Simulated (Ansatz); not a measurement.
# C (Graphite 3R): the cost of one run

Computed with Ansatz 0.2.0 (DFT PBEsol, frozen-core PAW, scalar-relativistic unless said, unless a step's input says otherwise).

## 1. The system as given

The structure is trigonal, space group R-3m (No. 166). The conventional cell has a = 2.456 Å, b = 2.456 Å, c = 10.041 Å, α = 90.00°, β = 90.00°, γ = 120.00°. C (site symmetry 3m) is surrounded by 3 C at 1.42 Å.

As a file:

```cif
data_structure
_symmetry_space_group_name_H-M 'R-3m:H'
_symmetry_Int_Tables_number 166
_cell_length_a 2.4561
_cell_length_b 2.4561
_cell_length_c 10.0410
_cell_angle_alpha 90.000
_cell_angle_beta 90.000
_cell_angle_gamma 120.000
_cell_volume 52.45
loop_
_atom_site_label
_atom_site_type_symbol
_atom_site_symmetry_multiplicity
_atom_site_Wyckoff_symbol
_atom_site_fract_x
_atom_site_fract_y
_atom_site_fract_z
_atom_site_occupancy
C1 C 6 c 0.00000 0.00000 0.83600 1
```

Cartesian axes are those of the input's lattice vectors. The structure goes back to a database entry.

## 2. Cell and atoms relaxed, PAW

File input.yaml:

```yaml
crystal:
  lattice:
    - [1.2280287114, 0.7090027071, 3.3470114498]
    - [-1.2280287114, 0.7090027071, 3.3470114498]
    - [0.0, -1.4180054142, 3.3470114498]
  atoms:
    - { symbol: C, position: [0.836, 0.836, 0.836] }
    - { symbol: C, position: [0.164, 0.164, 0.164] }
kpoints:
  mp_grid: { grid: [18, 18, 18] }
scf:
  occupations: { method: fermi_dirac, width: 0.05 }
hamiltonian:
  xc: pbesol
  pseudopotentials: { kind: paw }
relax:
  f_tol: 0.002
  max_steps: 80
  cell: {}
output:
  forces: true
  stress: true
  write_density: true
  write_potential: true
  elf: true
  volumetric_format: npy
```

The run is started by

```
ansatz run input.yaml --threads 1 --pin off --max-ram 3072MiB --backend cpu --events-out ev --progress --plain --runs-dir out
```

Q: Estimate wall time and peak memory on 1 thread of Arm Neoverse V2, shared host.

About 69 s, with a peak of 0.39 GiB.
